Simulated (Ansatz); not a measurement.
Structure types of C were relaxed at one common pressure (all-electron LAPW in Ansatz 0.2.0 under PBE, scalar-relativistic, no spin polarisation, zero temperature). They take these volumes:

```csv
type,space group,V (Å³/atom)
fcc,Fm-3m,3.12
bcc,Im-3m,3.16
distorted hcp,P6_3/mmc,3.13
diamond,Fd-3m,3.33
beta tin,I4_1/amd,3.14
simple hexagonal,P6/mmm,3.11
```

At about which pressure, and is the densest type also the lowest in enthalpy?

600 GPa. The densest types tie within 0.02 Å³/atom, and diamond is the lowest in enthalpy.
